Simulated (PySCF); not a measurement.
Predicted microwave data (PBE0/pcSseg-1 in PySCF (dipole) on a GFN2-xTB geometry, gas phase) for one isomer of C3H6O:

- Rotational constants: A = 10064, B = 8765, C = 4972 MHz
- Dipole components: |μa| = 0.01 D, |μb| = 2.99 D, |μc| = 0.02 D
- Inertial defect: -6.24 u·Å²
- κ: 0.49

Task: Which candidate fits, each taken in the one conformer that was computed?
A. acetone, `CC(C)=O`
B. `[OH:1][CH:2]1[CH2:3][CH2:4]1` with H–O1–C2–C3 -36° (cyclopropanol)

Result: A. It is CC(C)=O, an asymmetric top. The candidates at the same level (rigid rotor, commonest isotopes):

```json
{"SMILES": "OC1CC1", "A (MHz)": "16966", "B (MHz)": "6792", "C (MHz)": "5960", "μa (D)": "1.27", "μb (D)": "0.00", "μc (D)": "0.84", "Δ (u·Å²)": "-19.41", "point group": "Cs", "rotor": "asymmetric top"}
{"SMILES": "CC(C)=O", "A (MHz)": "10064", "B (MHz)": "8765", "C (MHz)": "4972", "μa (D)": "0.01", "μb (D)": "2.99", "μc (D)": "0.02", "Δ (u·Å²)": "-6.24", "point group": "near C2", "rotor": "asymmetric top"}
```

`OC1CC1` has A 69 % too high. No structure here is proved a minimum.
